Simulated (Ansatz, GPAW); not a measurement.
Given: the input of a run of GPAW 26.7.0 (ASE script) on FeO (Wuestite). 

Contents of run.py:

```python
from ase.dft.bandgap import bandgap
from ase.io import read, write
from ase.units import GPa
from gpaw import GPAW, PW

atoms = read('FeO.xyz')
atoms.set_initial_magnetic_moments([3.0, 0.0])

calc = GPAW(mode=PW(800),
            xc='PBE',
            kpts={'size': (11, 11, 11), 'gamma': True},
            occupations={'name': 'methfessel-paxton', 'order': 0, 'width': 0.012},
            nbands=17,
            convergence={'density': 1e-05, 'energy': 1e-05},
            maxiter=150,
            txt='gpaw.txt')
atoms.calc = calc
energy = atoms.get_potential_energy()
forces = atoms.get_forces()
stress = atoms.get_stress()
calc.write('gs.gpw')
write('result.traj', atoms)
print(f'Energy: {energy:.6f} eV')
print('Forces (eV/A):')
print(forces.round(4))
print('Stress (GPa):', (stress / GPa).round(3))
print('Moments:', calc.get_magnetic_moments().round(3))
print('Fermi level:', round(calc.get_fermi_level(), 4), 'eV')
print(f'Gap: {bandgap(calc)[0]:.4f} eV, direct: {bandgap(calc, direct=True)[0]:.4f} eV')
```

File FeO.xyz:

```xyz
2
Lattice="0.0000000000 2.1554000000 2.1554000000 2.1554000000 0.0000000000 2.1554000000 2.1554000000 2.1554000000 0.0000000000" Properties=species:S:1:pos:R:3 pbc="T T T"
Fe     0.0000000000      0.0000000000      0.0000000000
O      2.1554000000      2.1554000000      2.1554000000
```

Potentials or basis: GPAW PAW data sets (gpaw-data 1.2.1), pw.

Launch:

```bash
$ OMP_NUM_THREADS=1 python run.py
```

**Question.** Set up the same calculation for Ansatz 0.2.0. Potentials or basis there: all-electron LAPW, scalar-relativistic.

**Answer.** As run (cutoffs and basis follow the program's own potentials, and thresholds, step limits or extra output files can differ):

Contents of input.yaml:

```yaml
crystal:
  lattice:
    - [0.0, 2.1554, 2.1554]
    - [2.1554, 0.0, 2.1554]
    - [2.1554, 2.1554, 0.0]
  atoms:
    - { symbol: Fe, position: [0.0, 0.0, 0.0], spin: 3.0 }
    - { symbol: O, position: [0.5, 0.5, 0.5] }
kpoints:
  mp_grid: { grid: [11, 11, 11] }
scf:
  occupations: { method: gaussian, width: 0.012 }
hamiltonian:
  xc: pbe
  pseudopotentials: { kind: all_electron, lapw: { basis_error: 0.001 } }
magnetization:
  spin_polarized: true
output:
  forces: true
  stress: true
  eigenvalues: true
```

Potentials or basis: all-electron LAPW, scalar-relativistic.

Launch:

```sh
$ ansatz run input.yaml --threads 2 --pin off --max-ram 6144MiB --backend cpu --events-out ev --progress --plain --runs-dir out
```

Both were run:

|  | GPAW | Ansatz |
| --- | --- | --- |
| Pressure | 0.8 GPa | -0.4 GPa |
| Net moment | 4.00 μB per cell | 4.00 μB per cell |

Where Ansatz's input types no cutoff or centring, it takes its own default and a Γ-centred mesh.

The magnetic state is the one that the start led to; the real crystal's order can differ.

Pressure is positive in compression.
